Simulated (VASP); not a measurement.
# Na (P6_3/mmc) in VASP: notebook

One crystal, Na, is run at these levels: PBE; tasks: single point.

All numbers are computed with VASP 6.6.1; they aren't measurements. Logs are shortened: lines on timing, memory, paths and dates and some standing lists are left out, and cuts for length are marked.

### Step 1. Starting point

Symmetry: P6_3/mmc, No. 194, hexagonal system. The conventional cell has a = 3.767 Å, b = 3.767 Å, c = 6.154 Å, α = 90.00°, β = 90.00°, γ = 120.00°. Na (site symmetry -6m2) is surrounded by 12 Na at 3.77 Å.

This isn't the form of Na at room conditions, which is bcc.

### Step 2. Single point, PBE

File INCAR:

```
SYSTEM = Na
PREC     = Accurate       ! precision mode
ENCUT    = 460            ! plane-wave cutoff, eV
EDIFF    = 1E-6           ! SCF threshold, eV
ISMEAR   = -5             ! smearing method
SIGMA    = 0.2            ! smearing width, eV
LREAL    = .FALSE.        ! projectors in reciprocal space
LASPH    = .TRUE.         ! aspherical terms in the spheres
NELM     = 100            ! most SCF steps
ALGO     = Normal         ! electronic algorithm
ISIF     = 2              ! what is computed and relaxed
LWAVE    = .FALSE.        ! write WAVECAR
LCHARG   = .FALSE.        ! write CHGCAR
GGA      = PE             ! functional
NBANDS   = 14             ! bands
ADDGRID  = .FALSE.
```

File KPOINTS:

```
regular mesh
0
G
  12 12 7
  0 0 0
```

File POSCAR:

```
Na
1.0
    3.7670000000      0.0000000000      0.0000000000
   -1.8835000000      3.2623176961      0.0000000000
    0.0000000000      0.0000000000      6.1540000000
Na
2
Direct
    0.6607270000      0.3253030000      0.7651560000
    0.3322080000      0.6634530000      0.2738460000
```

Potentials or basis: VASP PAW PBE potentials, release 64 (Na_pv).

Started as:

```console
cat potpaw_PBE.64/Na_pv/POTCAR > POTCAR
mpirun -np 1 vasp_std > vasp.out
```

OUTCAR:

```text
SYSTEM = Na
   PREC = Accurate
   ENCUT = 460
   EDIFF = 1E-6
   ISMEAR = -5
   LREAL = .FALSE.
   LASPH = .TRUE.
   NELM = 100
   ISIF = 2
   GGA = PE

 Found    506 irreducible k-points:

 Following reciprocal coordinates:
            Coordinates               Weight
  0.000000  0.000000  0.000000      1.000000
  0.083333  0.000000  0.000000      2.000000
  0.000000  0.083333  0.000000      2.000000
 -0.083333  0.083333  0.000000      2.000000
  0.166667 -0.000000  0.000000      2.000000
  0.000000  0.166667  0.000000      2.000000
   k-points           NKPTS =    506   k-points in BZ     NKDIM =    506   number of bands    NBANDS=     14
   number of dos      NEDOS =    301   number of ions     NIONS =      2
   total plane-waves  NPLWV =  37632
   dimension x,y,z NGX =    28 NGY =   28 NGZ =   48
   dimension x,y,z NGXF=    56 NGYF=   56 NGZF=   96
   ions per type =               2
   NGX,Y,Z   is equivalent  to a cutoff of  12.36, 12.36, 12.97 a.u.
   NGXF,Y,Z  is equivalent  to a cutoff of  24.71, 24.71, 25.93 a.u.
 SYSTEM =  Na
   PREC   = accura    normal or accurate (medium, high low for compatibility)
   ISTART =      0    job   : 0-new  1-cont  2-samecut
   ICHARG =      2    charge: 1-file 2-atom 10-const
   ISPIN  =      1    spin polarized calculation?
   LNONCOLLINEAR =      F non collinear calculations
   LSORBIT =      F    spin-orbit coupling
   LASPH  =      T    aspherical Exc in radial PAW
   ENCUT  =  460.0 eV  33.81 Ry    5.81 a.u.   6.59  6.59 10.76*2*pi/ulx,y,z
   NELM   =    100;   NELMIN=  2; NELMDL= -5     # of ELM steps
   EDIFF  = 0.1E-05   stopping-criterion for ELM
   LREAL  =      F    real-space projection
   EDIFFG = 0.1E-04   stopping-criterion for IOM
   NSW    =      0    number of steps for IOM
   IBRION =     -1    ionic relax: 0-MD 1-quasi-New 2-CG
   NFREE  =      0    steps in history (QN), initial steepest desc. (CG)
   ISIF   =      2    stress and relaxation
   ISYM   =      2    0-nonsym 1-usesym 2-fastsym
   POTIM  = 0.5000    time-step for ionic-motion
   TEBEG  =    0.0;   TEEND  =   0.0 temperature during run
   PSTRESS=    0.0 pullay stress
   NELECT =      14.0000    total number of electrons
   NUPDOWN=      -1.0000    fix difference up-down
   EMIN   =  10.00;   EMAX   =-10.00  energy-range for DOS
   EFERMI =   0.00;   METHOD = LEGACY
   ISMEAR =    -5;   SIGMA  =   0.20  broadening in eV -4-tet -1-fermi 0-gaus
   EFERMI_NEDOS =   21; number of points for ismear=-14 and -15
   IALGO  =     38    algorithm
   IMIX   =      4    mixing-type and parameters
     AMIX     =   0.40;   BMIX     =  1.00
     AMIX_MAG =   1.60;   BMIX_MAG =  1.00
  volume/ion in A,a.u.               =      37.81       255.18
  Fermi-wavevector in a.u.,A,eV,Ry     =   0.933020  1.763153 11.844235  0.870527
  Thomas-Fermi vector in A             =   2.059678
   LORBIT       =      0    0 simple, 1 ext, 2 COOP (PROOUT), +10 PAW based schemes
   GGA     = PE    functional components
   LHFCALC =     F    Hartree Fock is set to
   AEXX    =    0.0000 exact exchange contribution
   IVDW    =     0    specifies the selected vdW correction
   LEPSILON=     F    determine dielectric tensor
   LRPA    =     F    only Hartree local field effects (RPA)
 non-spin polarized calculation
 Fermi weights with tetrahedron method with Bloechl corrections
  energy-cutoff  :      460.00
  volume of cell :       75.63
 maximum number of plane-waves:      1737
   NGX = 13   NGY = 13   NGZ = 21

 number of electron      13.9999997 magnetization

 Free energy of the ion-electron system (eV)
  ---------------------------------------------------
  ext. energy  EPLUGINS =         0.00000000
  ---------------------------------------------------
  free energy    TOTEN  =        -2.62238809 eV

  energy without entropy =       -2.62238809  energy(sigma->0) =       -2.62238809

 E-fermi :   0.2945     XC(G=0):  -6.4503

 val. band max:        0.2537292813   @ k =  -0.1667   0.0833   0.1429
 cond. band min:       0.2081000125   @ k =   0.2500  -0.4167  -0.4286
 fundamental gap:     -0.0456292689
 Fermi energy:         0.2945130529

 k-point     1 :       0.0000    0.0000    0.0000
  band No.  band energies     occupation
      1     -24.6725      2.00000
      2     -24.6447      2.00000
      3     -24.6443      2.00000
      4     -24.6399      2.00000
      5     -24.6399      2.00000
      6     -24.6399      2.00000
      7      -2.9663      2.00000
      8       0.8244     -0.09822
      9       1.2082      0.00000
     10      10.1394      0.00000
     11      10.1473      0.00000
     12      10.4758      0.00000
     13      10.4895      0.00000
     14      10.6397      0.00000

 k-point     2 :       0.0833    0.0000    0.0000
  band No.  band energies     occupation
      1     -24.6718      2.00000
      2     -24.6460      2.00000
      3     -24.6451      2.00000
      4     -24.6416      2.00000
      5     -24.6402      2.00000
      6     -24.6402      2.00000
      7      -2.8648      2.00000
      8       0.9146     -0.20682
      9       1.3072      0.00000
     10       8.4822      0.00000
     11       9.3901      0.00000
     12       9.8154      0.00000
     13      11.3508      0.00000
     14      11.4127      0.00000
[... 37 lines left out ...]
      1     -24.6697      2.00000
      2     -24.6504      2.00000
      3     -24.6465      2.00000
      4     -24.6461      2.00000
      5     -24.6410      2.00000
      6     -24.6410      2.00000
      7      -2.5617      2.00000
      8       1.1856     -0.08503
      9       1.6002      0.00000
     10       6.6239      0.00000
     11       8.6471      0.00000
     12       8.8432      0.00000
     13       9.9840      0.00000
     14      10.9701      0.00000

 k-point     6 :       0.0000    0.1667    0.0000
  band No.  band energies     occupation
      1     -24.6697      2.00000
      2     -24.6507      2.00000
      3     -24.6463      2.00000
      4     -24.6461      2.00000
      5     -24.6410      2.00000
      6     -24.6409      2.00000
      7      -2.5617      2.00000
      8       1.1856     -0.08504
      9       1.6000      0.00000
     10       6.6272      0.00000
     11       8.6470      0.00000
     12       8.8465      0.00000
     13       9.9815      0.00000
     14      10.9514      0.00000

 [... further k-points ...]

------------------------ aborting loop because EDIFF is reached ----------------------------------------

  FORCE on cell =-STRESS in cart. coord.  units (eV):
  Direction    XX          YY          ZZ          XY          YZ          ZX
  --------------------------------------------------------------------------------------
  -------------------------------------------------------------------------------------
  Total       -0.0821124     -0.0720368     -0.1297390     -0.0031950      0.0017835     -0.0020381
  in kB       -1.7395621     -1.5261101     -2.7485385     -0.0676855      0.0377846     -0.0431765
  external PRESSURE =      -2.0047369 kB  Pullay stress =       0.0000000 kB

 VOLUME and BASIS-vectors are now :
 -----------------------------------------------------------------------------
  energy-cutoff  :      460.00
  volume of cell :       75.63
      direct lattice vectors                 reciprocal lattice vectors
     3.767000000  0.000000000  0.000000000     0.265463233  0.153265269  0.000000000
    -1.883500000  3.262317696  0.000000000     0.000000000  0.306530538  0.000000000
     0.000000000  0.000000000  6.154000000     0.000000000  0.000000000  0.162495938

 POSITION                                       TOTAL-FORCE (eV/Angst)
 -----------------------------------------------------------------------------------
      1.87625      1.06124      4.70877         0.000928      0.002263      0.034637
      0.00181      2.16439      1.68525        -0.000928     -0.002263     -0.034637
 -----------------------------------------------------------------------------------
    total drift:                               -0.000048      0.000082     -0.000053

  FREE ENERGIE OF THE ION-ELECTRON SYSTEM (eV)
  ---------------------------------------------------
  free  energy   TOTEN  =        -2.6223880905 eV

  energy  without entropy=       -2.6223880905  energy(sigma->0) =       -2.62238809
```

OSZICAR:

```text
N       E                     dE             d eps       ncg     rms          rms(c)
DAV:   1     0.966014265384E+02    0.96601E+02   -0.72877E+03 14208   0.884E+02
DAV:   2     0.121933811622E+01   -0.95382E+02   -0.94448E+02 14738   0.265E+02
DAV:   3    -0.257111551768E+01   -0.37905E+01   -0.37875E+01 17966   0.612E+01
DAV:   4    -0.262263413421E+01   -0.51519E-01   -0.51519E-01 15818   0.768E+00
DAV:   5    -0.262379177812E+01   -0.11576E-02   -0.11576E-02 18110   0.118E+00    0.286E-01
DAV:   6    -0.262294042696E+01    0.85135E-03   -0.12198E-03 17534   0.394E-01    0.191E-01
DAV:   7    -0.262241409130E+01    0.52634E-03   -0.21495E-03 18564   0.448E-01    0.258E-02
DAV:   8    -0.262238846845E+01    0.25623E-04   -0.19483E-04 17558   0.200E-01    0.527E-03
DAV:   9    -0.262238809050E+01    0.37794E-06   -0.61547E-06 16964   0.389E-02
   1 F= -.26223881E+01 E0= -.26223881E+01  d E =0.000000E+00
```

It took 2.4 min on 1 thread of Intel Xeon Platinum 8488C (Sapphire Rapids), shared host; peak memory 0.43 GiB.

These settings aren't checked as converged: the numbers below hold their error.

Results:

- Free energy: -2.6224 eV
- Pressure: -0.2 GPa
- Largest force: 0.035 eV/Å
- Band gap on the k mesh: none (metal or under the smearing width)

Caveat: tetrahedron occupations give inexact forces and stress in metals.

### Step 3. Single point, PBE

Changes to INCAR since step 2:

```diff
@@ -4,3 +4,3 @@
 EDIFF    = 1E-6           ! SCF threshold, eV
-ISMEAR   = -5             ! smearing method
+ISMEAR   = 1              ! smearing method
 SIGMA    = 0.2            ! smearing width, eV
```

KPOINTS is that of step 2.

File POSCAR:

```
Na
1.0
    3.7670000000      0.0000000000      0.0000000000
   -1.8835000000      3.2623176961      0.0000000000
    0.0000000000      0.0000000000      6.1540000000
Na
2
Direct
    0.6666666667      0.3333333333      0.7500000000
    0.3333333333      0.6666666667      0.2500000000
```

Potentials or basis: VASP PAW PBE potentials, release 64 (Na_pv).

Started as:

```console
cat potpaw_PBE.64/Na_pv/POTCAR > POTCAR
mpirun -np 1 vasp_std > vasp.out
```

Run time: 28 s. Hardware: 1 thread of Intel Xeon Platinum 8488C (Sapphire Rapids), shared host; peak memory 0.2 GiB.

The run converged, but some of its settings lie outside the range that counts as converged, so its numbers aren't taken as properties of the crystal.

Results:

| Property | Result |
| --- | --- |
| Free energy | -2.6219 eV |
| Pressure | -0.2 GPa |
| Band gap on the k mesh | none (metal or under the smearing width) |

### Step 4. Single point, PBE

INCAR is that of step 3.

KPOINTS is that of step 3.

File POSCAR:

```
Na
1.0
    3.7670000000      0.0000000000      0.0000000000
   -1.8835000000      3.2623176961      0.0000000000
    0.0000000000      0.0000000000      6.1540000000
Na
2
Direct
    0.6607270000      0.3253030000      0.7651560000
    0.3322080000      0.6634530000      0.2738460000
```

Potentials or basis: VASP PAW PBE potentials, release 64 (Na_pv).

Started as:

```console
cat potpaw_PBE.64/Na_pv/POTCAR > POTCAR
mpirun -np 1 vasp_std > vasp.out
```

OUTCAR:

```text
SYSTEM = Na
   PREC = Accurate
   ENCUT = 460
   EDIFF = 1E-6
   ISMEAR = 1
   LREAL = .FALSE.
   LASPH = .TRUE.
   NELM = 100
   ISIF = 2
   GGA = PE

 Found    506 irreducible k-points:

 Following reciprocal coordinates:
            Coordinates               Weight
  0.000000  0.000000  0.000000      1.000000
  0.083333  0.000000  0.000000      2.000000
  0.000000  0.083333  0.000000      2.000000
 -0.083333  0.083333  0.000000      2.000000
  0.166667 -0.000000  0.000000      2.000000
  0.000000  0.166667  0.000000      2.000000
   k-points           NKPTS =    506   k-points in BZ     NKDIM =    506   number of bands    NBANDS=     14
[... 181 lines left out ...]
  --------------------------------------------------------------------------------------
  -------------------------------------------------------------------------------------
  Total       -0.0834123     -0.0730493     -0.1219863     -0.0033230      0.0003741      0.0003930
  in kB       -1.7671015     -1.5475597     -2.5842972     -0.0703980      0.0079256      0.0083258
  external PRESSURE =      -1.9663195 kB  Pullay stress =       0.0000000 kB

 VOLUME and BASIS-vectors are now :
 -----------------------------------------------------------------------------
  energy-cutoff  :      460.00
  volume of cell :       75.63
      direct lattice vectors                 reciprocal lattice vectors
     3.767000000  0.000000000  0.000000000     0.265463233  0.153265269  0.000000000
    -1.883500000  3.262317696  0.000000000     0.000000000  0.306530538  0.000000000
     0.000000000  0.000000000  6.154000000     0.000000000  0.000000000  0.162495938

 POSITION                                       TOTAL-FORCE (eV/Angst)
 -----------------------------------------------------------------------------------
      1.87625      1.06124      4.70877         0.000926      0.002270      0.036103
      0.00181      2.16439      1.68525        -0.000926     -0.002270     -0.036103
 -----------------------------------------------------------------------------------
    total drift:                               -0.000048      0.000082     -0.000053

  FREE ENERGIE OF THE ION-ELECTRON SYSTEM (eV)
  ---------------------------------------------------
  free  energy   TOTEN  =        -2.6209419453 eV

  energy  without entropy=       -2.6193045711  energy(sigma->0) =       -2.62039615
```

It took 2.7 min on 1 thread of Intel Xeon Platinum 8488C (Sapphire Rapids), shared host; peak memory 0.43 GiB.

These settings aren't checked as converged: the numbers below hold their error.

Results:

* Free energy: -2.6209 eV
* Pressure: -0.2 GPa
* Largest force: 0.036 eV/Å
* Band gap on the k mesh: none (metal or under the smearing width)

### Step 5. Single point, PBE

Changes to INCAR since step 4:

```diff
@@ -4,3 +4,3 @@
 EDIFF    = 1E-6           ! SCF threshold, eV
-ISMEAR   = 1              ! smearing method
+ISMEAR   = -1             ! smearing method
 SIGMA    = 0.2            ! smearing width, eV
```

KPOINTS is that of step 4.

File POSCAR:

```
Na
1.0
    3.7670000000      0.0000000000      0.0000000000
   -1.8835000000      3.2623176961      0.0000000000
    0.0000000000      0.0000000000      6.1540000000
Na
2
Direct
    0.6666666667      0.3333333333      0.7500000000
    0.3333333333      0.6666666667      0.2500000000
```

Started as:

```console
cat potpaw_PBE.64/Na_pv/POTCAR > POTCAR
mpirun -np 1 vasp_std > vasp.out
```

Run time: 26 s. Hardware: 1 thread of Intel Xeon Platinum 8488C (Sapphire Rapids), shared host; peak memory 0.2 GiB.

These settings aren't checked as converged: the numbers below hold their error.

What came out:

| Property | Result |
| --- | --- |
| Free energy | -2.6859 eV |
| Pressure | -0.1 GPa |
| Band gap on the k mesh | none (metal or under the smearing width) |
